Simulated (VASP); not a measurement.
Runs of VASP 6.6.1 on Bi2Se3 (Paraguanajuatite). Symmetry: R-3m, No. 166, trigonal system. The conventional cell has a = 4.143 Å, b = 4.143 Å, c = 28.636 Å, α = 90.00°, β = 90.00°, γ = 120.00°. Around Bi (site symmetry 3m) lie 6 Se at 2.85 to 3.07 Å. Se (site symmetry 3m) has 3 Bi at 2.85 Å as nearest neighbours. Se (site symmetry -3m) has 6 Bi at 3.07 Å as nearest neighbours. 

```csv
task,level,potentials or basis,smearing,ladder,gap on the mesh (eV),pressure (GPa),largest force (eV/Å)
band structure,LDA,"VASP PAW LDA potentials, release 64 (Bi_d, Se)",gaussian 0.02 eV,gaps,0.09,-,-
band structure,PBEsol,"VASP PAW PBE potentials, release 64 (Bi_d, Se)",gaussian 0.02 eV,gaps,0.13,-,-
single point,PBEsol,"VASP PAW PBE potentials, release 64 (Bi_d, Se)",fermi-dirac 0.05 eV,free,0.14,(a),0.17
single point,PBE,"VASP PAW PBE potentials, release 64 (Bi_d, Se)",gaussian 0.015 eV,-,0.21,(b),0.17
```

Alike in all rows: no spin polarisation; cell as given; k mesh 8 × 8 × 8; cutoff (eV) 520.

Task: Estimate the missing entries.

Result: (a) -0.3; (b) 2.6.

Caveats: spin-orbit coupling is left out, which as a rule narrows the gap of such compounds by several tenths of an eV; the PAW data sets were made with another functional, which shifts forces and pressure a little (some runs).

A k mesh can miss the band edges, and the runs leave out spin-orbit coupling on Bi, Se.

Not every run made on this cell is shown here.
